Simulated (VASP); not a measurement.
# GaN (I-4m2) in VASP: a series of runs, part 2 of 2

VASP 6.6.1. Earlier steps stand in the parts before.

## 4. Single point, PBE

This run uses another cell than the first one, of the same volume but with other edges.

The input, INCAR:

```
SYSTEM = GaN
ALGO = Normal
EDIFF = 1E-6
ENCUT = 520
GGA = PE
ISIF = 2
ISMEAR = 0
LASPH = .True.
LCHARG = .True.
LELF = .True.
LREAL = .False.
LVHAR = .True.
LWAVE = .False.
NBANDS = 16
NELM = 100
PREC = Accurate
SIGMA = 0.05
```

The input, KPOINTS:

```
k-points
0
Gamma
  12 12 12
  0 0 0
```

The input, POSCAR:

```
GaN
1.0
    0.0000000000      2.1830320799      2.4013352879
    2.1830320799      0.0000000000      2.4013352879
    2.1830320799      2.1830320799      0.0000000000
Ga N
1 1
Direct
    0.0000000000      0.0000000000      0.0000000000
    0.7500000000      0.7500000000      0.7500000000
```

Potentials or basis: VASP PAW PBE potentials, release 64 (Ga_d, N).

On the command line:

```sh
$ cat potpaw_PBE.64/Ga_d/POTCAR potpaw_PBE.64/N/POTCAR > POTCAR
$ mpirun -np 1 vasp_std > vasp.out
```

OUTCAR:

```text
SYSTEM = GaN
   EDIFF = 1E-6
   ENCUT = 520
   GGA = PE
   ISIF = 2
   ISMEAR = 0
   LASPH = .True.
   LREAL = .False.
   NELM = 100
   PREC = Accurate

 ion  position               nearest neighbor table
   1  0.000  0.000  0.000-   2 1.96   2 1.96   2 1.96   2 1.96
   2  0.750  0.750  0.750-   1 1.96   1 1.96   1 1.96   1 1.96

  LATTYP: Found a body centered tetragonal cell.
 ALAT       =     3.0872735745
 C/A-ratio  =     1.5556349186

  Lattice vectors:

 A1 = (  -2.1830320799,   0.0000000000,   2.4013352879)
 A2 = (   2.1830320799,   0.0000000000,   2.4013352879)
 A3 = (   0.0000000000,   2.1830320799,  -2.4013352879)

Analysis of symmetry for initial positions (statically):
=====================================================================
 Subroutine PRICEL returns:
 Original cell was already a primitive cell.

 Routine SETGRP: Setting up the symmetry group for a
 body centered tetragonal supercell.

 Subroutine GETGRP returns: Found  8 space group operations
 (whereof  8 operations were pure point group operations)
 out of a pool of 16 trial point group operations.

The static configuration has the point symmetry D_2d.

Analysis of symmetry for dynamics (positions and initial velocities):
=====================================================================
 Subroutine PRICEL returns:
 Original cell was already a primitive cell.

 Routine SETGRP: Setting up the symmetry group for a
 body centered tetragonal supercell.

 Subroutine GETGRP returns: Found  8 space group operations
 (whereof  8 operations were pure point group operations)
 out of a pool of 16 trial point group operations.

The dynamic configuration has the point symmetry D_2d.

 Subroutine INISYM returns: Found  8 space group operations
 (whereof  8 operations are pure point group operations),
 and found     1 'primitive' translations

----------------------------------------------------------------------------------------

                                     Primitive cell

  volume of cell :      22.8877

  direct lattice vectors                    reciprocal lattice vectors
     0.000000000  2.183032080  2.401335288    -0.229039236  0.229039236  0.208217487
     2.183032080  0.000000000  2.401335288     0.229039236 -0.229039236  0.208217487
     2.183032080  2.183032080  0.000000000     0.229039236  0.229039236 -0.208217487

  length of vectors
     3.245310498  3.245310498  3.087273574     0.385061638  0.385061638  0.385061638

  position of ions in fractional coordinates (direct lattice)
     0.000000000  0.000000000  0.000000000
     0.750000000  0.750000000  0.750000000

  ion indices of the primitive-cell ions
   primitive index   ion index
                 1           1
                 2           2

----------------------------------------------------------------------------------------

 KPOINTS: k-points

Automatic generation of k-mesh.
 Grid dimensions read from file:
 generate k-points for:   12   12   12

 Generating k-lattice:

  Cartesian coordinates                     Fractional coordinates (reciprocal lattice)
    -0.019086603  0.019086603  0.017351457     0.083333333  0.000000000  0.000000000
     0.019086603 -0.019086603  0.017351457     0.000000000  0.083333333  0.000000000
     0.019086603  0.019086603 -0.017351457     0.000000000  0.000000000  0.083333333

  Length of vectors
     0.032088470  0.032088470  0.032088470

  Shift w.r.t. Gamma in fractional coordinates (k-lattice)
     0.000000000  0.000000000  0.000000000

 Subroutine IBZKPT returns following result:
 ===========================================

 Found    163 irreducible k-points:

 Following reciprocal coordinates:
            Coordinates               Weight
  0.000000  0.000000  0.000000      1.000000
  0.083333 -0.000000  0.000000      8.000000
  0.166667  0.000000  0.000000      8.000000
  0.250000  0.000000  0.000000      8.000000
  0.333333  0.000000  0.000000      8.000000
  0.416667  0.000000  0.000000      8.000000
[... 16 lines left out ...]
  0.500000  0.166667  0.000000      8.000000
 -0.416667  0.166667  0.000000      8.000000
 [... further k-points ...]
   k-points           NKPTS =    163   k-points in BZ     NKDIM =    163   number of bands    NBANDS=     16
   number of dos      NEDOS =    301   number of ions     NIONS =      2
   total plane-waves  NPLWV =  13824
   dimension x,y,z NGX =    24 NGY =   24 NGZ =   24
   dimension x,y,z NGXF=    48 NGYF=   48 NGZF=   48
   ions per type =               1   1
   NGX,Y,Z   is equivalent  to a cutoff of  12.29, 12.29, 12.92 a.u.
   NGXF,Y,Z  is equivalent  to a cutoff of  24.59, 24.59, 25.85 a.u.
 SYSTEM =  GaN
   PREC   = accura    normal or accurate (medium, high low for compatibility)
   ISTART =      0    job   : 0-new  1-cont  2-samecut
   ICHARG =      2    charge: 1-file 2-atom 10-const
   ISPIN  =      1    spin polarized calculation?
   LNONCOLLINEAR =      F non collinear calculations
   LSORBIT =      F    spin-orbit coupling
   LASPH  =      T    aspherical Exc in radial PAW
   ENCUT  =  520.0 eV  38.22 Ry    6.18 a.u.   6.03  6.03  5.74*2*pi/ulx,y,z
   NELM   =    100;   NELMIN=  2; NELMDL= -5     # of ELM steps
   EDIFF  = 0.1E-05   stopping-criterion for ELM
   LREAL  =      F    real-space projection
   EDIFFG = 0.1E-04   stopping-criterion for IOM
   NSW    =      0    number of steps for IOM
   IBRION =     -1    ionic relax: 0-MD 1-quasi-New 2-CG
   NFREE  =      0    steps in history (QN), initial steepest desc. (CG)
   ISIF   =      2    stress and relaxation
   ISYM   =      2    0-nonsym 1-usesym 2-fastsym
   POTIM  = 0.5000    time-step for ionic-motion
   TEBEG  =    0.0;   TEEND  =   0.0 temperature during run
   PSTRESS=    0.0 pullay stress
   NELECT =      18.0000    total number of electrons
   NUPDOWN=      -1.0000    fix difference up-down
   EMIN   =  10.00;   EMAX   =-10.00  energy-range for DOS
   EFERMI =   0.00;   METHOD = LEGACY
   ISMEAR =     0;   SIGMA  =   0.05  broadening in eV -4-tet -1-fermi 0-gaus
   EFERMI_NEDOS =   21; number of points for ismear=-14 and -15
   IALGO  =     38    algorithm
   IMIX   =      4    mixing-type and parameters
     AMIX     =   0.40;   BMIX     =  1.00
     AMIX_MAG =   1.60;   BMIX_MAG =  1.00
  volume/ion in A,a.u.               =      11.44        77.23
  Fermi-wavevector in a.u.,A,eV,Ry     =   1.511117  2.855596 31.068543  2.283473
  Thomas-Fermi vector in A             =   2.621216
   LORBIT       =      0    0 simple, 1 ext, 2 COOP (PROOUT), +10 PAW based schemes
   GGA     = PE    functional components
   LHFCALC =     F    Hartree Fock is set to
   AEXX    =    0.0000 exact exchange contribution
   IVDW    =     0    specifies the selected vdW correction
   LEPSILON=     F    determine dielectric tensor
   LRPA    =     F    only Hartree local field effects (RPA)
 non-spin polarized calculation
 Gauss-broadening in eV      SIGMA  =   0.05
  energy-cutoff  :      520.00
  volume of cell :       22.89
 maximum number of plane-waves:       637
   NGX = 13   NGY = 13   NGZ = 11

 number of electron      18.0000002 magnetization

 Free energy of the ion-electron system (eV)
  ---------------------------------------------------
  ext. energy  EPLUGINS =         0.00000000
  ---------------------------------------------------
  free energy    TOTEN  =       -12.08254244 eV

  energy without entropy =      -12.08254244  energy(sigma->0) =      -12.08254244

 E-fermi :   5.7170     XC(G=0): -11.6773

 val. band max:        5.4571297993   @ k =   0.0000   0.0000   0.0000
 cond. band min:       6.9670652920   @ k =   0.0000   0.0000   0.0000
 fundamental gap:      1.5099354926
 Fermi energy:         5.7169758956

 k-point     1 :       0.0000    0.0000    0.0000
  band No.  band energies     occupation
      1     -10.6333      2.00000
      2      -8.2507      2.00000
      3      -8.1387      2.00000
      4      -8.1387      2.00000
      5      -7.8667      2.00000
      6      -7.8665      2.00000
[... 8 lines left out ...]
     15      22.7563      0.00000
     16      22.9512      0.00000
[... 419 lines left out ...]
 k-point    24 :      -0.4167    0.1667    0.0000
  band No.  band energies     occupation
      1      -9.6665      2.00000
      2      -8.1154      2.00000
      3      -8.0136      2.00000
      4      -7.8592      2.00000
      5      -7.8350      2.00000
      6      -6.4478      2.00000
[... 8 lines left out ...]
     15      24.2439      0.00000
     16      24.4645      0.00000

 [... further k-points ...]

------------------------ aborting loop because EDIFF is reached ----------------------------------------

  FORCE on cell =-STRESS in cart. coord.  units (eV):
  Direction    XX          YY          ZZ          XY          YZ          ZX
  --------------------------------------------------------------------------------------
  -------------------------------------------------------------------------------------
  Total        1.3309054      1.3309054     -0.7238127      0.0000000      0.0000000      0.0000000
  in kB       93.1654170     93.1654170    -50.6680000      0.0000000      0.0000000      0.0000000
  external PRESSURE =      45.2209446 kB  Pullay stress =       0.0000000 kB

 VOLUME and BASIS-vectors are now :
 -----------------------------------------------------------------------------
  energy-cutoff  :      520.00
  volume of cell :       22.89
      direct lattice vectors                 reciprocal lattice vectors
     0.000000000  2.183032080  2.401335288    -0.229039236  0.229039236  0.208217487
     2.183032080  0.000000000  2.401335288     0.229039236 -0.229039236  0.208217487
     2.183032080  2.183032080  0.000000000     0.229039236  0.229039236 -0.208217487

 POSITION                                       TOTAL-FORCE (eV/Angst)
 -----------------------------------------------------------------------------------
      0.00000      0.00000      0.00000        -0.000000     -0.000000      0.000000
      3.27455      3.27455      3.60200         0.000000      0.000000     -0.000000
 -----------------------------------------------------------------------------------
    total drift:                               -0.000001     -0.000001      0.000002

  FREE ENERGIE OF THE ION-ELECTRON SYSTEM (eV)
  ---------------------------------------------------
  free  energy   TOTEN  =       -12.0825424379 eV

  energy  without entropy=      -12.0825424379  energy(sigma->0) =      -12.08254244
```

stdout:

```text
POSCAR found type information on POSCAR GaN
 POSCAR found :  2 types and       2 ions
 scaLAPACK will be used
 LDA part: xc-table for (Slater+PW92), standard interpolation
 POSCAR, INCAR and KPOINTS ok, starting setup
 FFT: planning ... GRIDC
 FFT: planning ... GRID_SOFT
 FFT: planning ... GRID
 WAVECAR not read
 entering main loop
```

Run time: 33 s. Hardware: 1 thread of Intel Xeon Platinum 8488C (Sapphire Rapids), shared host; peak memory 0.18 GiB.

What came out:

- Free energy: -12.0825 eV
- Pressure: 4.5 GPa
- Band gap on the k mesh: 1.51 eV, direct

Levels at points of the mesh, in eV from the valence-band top:
| k point | band 5 | band 6 | band 7 | band 8 | band 9 | band 10 | band 11 | band 12 | band 13 | band 14 |
| --- | --- | --- | --- | --- | --- | --- | --- | --- | --- | --- |
| (0.00, 0.00, 0.00) | -13.32 | -13.32 | -0.53 | 0.00 | 0.00 | 1.51 | 10.10 | 10.10 | 10.35 | 16.85 |
| (0.50, 0.00, 0.00) | -13.25 | -12.07 | -7.18 | -1.52 | -0.75 | 4.21 | 8.56 | 9.84 | 10.94 | 15.29 |
| (0.50, 0.50, 0.00) | -13.27 | -11.98 | -6.97 | -2.36 | -2.36 | 3.67 | 7.42 | 10.73 | 14.09 | 14.09 |
| (0.50, 0.00, 0.50) | -13.24 | -11.47 | -5.92 | -3.07 | -3.06 | 3.01 | 6.01 | 11.90 | 12.47 | 14.70 |
